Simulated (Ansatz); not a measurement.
# Te2Mo — quadrupolar parameters

The cell is an entry of the Crystallography Open Database (COD) whose atoms were relaxed with PBE, the cell held.

```yaml
crystal:
  lattice:
    - [3.51820, 0.00000, 0.00000]
    - [-1.75910, 3.04685, 0.00000]
    - [0.00000, 0.00000, 13.97360]
  atoms:
    - { symbol: Te, position: [0.33333, 0.66667, 0.62009] }
    - { symbol: Te, position: [0.66667, 0.33333, 0.12009] }
    - { symbol: Te, position: [0.33333, 0.66667, 0.87991] }
    - { symbol: Te, position: [0.66667, 0.33333, 0.37991] }
    - { symbol: Mo, position: [0.33333, 0.66667, 0.25000] }
    - { symbol: Mo, position: [0.66667, 0.33333, 0.75000] }
```

Sites (sets of like atoms) are named by element and the number of their first atom in this list.

All values are calculated (Ansatz; DFT, PBEsol, plane waves and PAW, scalar-relativistic, 420 eV cutoff, Γ-centred 14×14×3 k-points, Fermi–Dirac smearing 0.02 eV), not measured.

C_Q = eQV_zz/h, which is 24.18 MHz for Q = 1 b and V_zz = 10²¹ V/m²; η = (V_xx − V_yy)/V_zz. ν_Q = 3|C_Q|/[2I(2I − 1)].

⁹⁷Mo: I = 5/2, Q = 255.0 mb. Q values from Pyykkö, Mol. Phys. 116, 1328 (2018).

Question: Which values are expected at the nuclei?

Answer: 

```
site  atoms (order as listed)     first shell  C_Q (MHz)     η  ν_Q (MHz)
  Mo                     5, 6  6 Te at 2.72 Å      -39.3  0.00       5.90
```

An axis of threefold or higher order runs through Mo, so V_zz lies along it and η is zero.

Te has no stable isotope with a ground-state quadrupole moment in the table, so these sites are left out.

The largest force is 0.3 eV/Å, so the atoms aren't at the calculated equilibrium and relaxing them would move these values. Without spin–orbit coupling the gradients at and beside Te can be off by some per cent, at some sites by more.
